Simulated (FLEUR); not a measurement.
Crystal: BaTiO3.

```
CELL_PARAMETERS angstrom
4.00600 0.00000 0.00000
0.00000 4.00600 0.00000
0.00000 0.00000 4.00600
ATOMIC_POSITIONS crystal
Ba 0.50000 0.50000 0.50000
Ti 0.00000 0.00000 0.00000
O 0.00000 0.00000 0.50000
O 0.00000 0.50000 0.00000
O 0.50000 0.00000 0.00000
```

| Property | Result |
| --- | --- |
| Program | FLEUR MaX-R8.1 (later development tree) |
| Task | single point |
| Functional | PBEsol |
| Potentials or basis | all-electron |
| Basis | FLAPW |
| Kmax | 5.08 1/bohr |
| k mesh | 7 × 7 × 7 |
| Occupations | fermi-dirac, width 0.05 eV |
| Spin | no spin polarisation |
| Gmax | 15.7 1/bohr |
| Muffin-tin radii | Ba 2.66, Ti 1.93, O 1.47 bohr |
| lmax | Ba 10, Ti 8, O 8 |
| lnonsphr | Ba 10, Ti 8, O 8 |
| Local orbitals a species | Ba 6, Ti 5, O 3 |
| Max iterations | 60 |
| Mixing factor | 0.05 |
| Mixer | Anderson |
| Mixer history | 15 |

On this cell: largest force zero by symmetry; band gap on the k mesh 1.82 eV, indirect (least direct gap 1.86 eV).

The same run follows on a disturbed copy (atoms moved at random, drawn with an rms of 0.05 Å):

```
Ba Ti O
1.0
     4.00600    0.00000    0.00000
     0.00000    4.00600    0.00000
     0.00000    0.00000    4.00600
Ba Ti O
1 1 3
Direct
  0.49958 0.49322 0.50628
  0.00007 0.99796 0.98907
  0.00338 0.00764 0.49317
  0.00026 0.49397 0.00679
  0.50262 0.99346 0.00855
```

Question: What does the disturbed cell give?

Answer: The energy moves by +7.1 meV/atom; largest force 0.736 eV/Å; band gap on the k mesh 1.82 eV, indirect (least direct gap 1.87 eV).

Forces in eV/Å, atoms in the order of the input:
```
Ba   0.032  0.094 -0.288
Ti  -0.057  0.053  0.243
O   -0.024 -0.268  0.685
O    0.033  0.134 -0.304
O    0.017 -0.011 -0.335
```

Caveats: spin-orbit coupling is left out, which moves the levels of the heavy elements; an odd mesh through Γ misses points on the zone boundary, where band edges often lie.
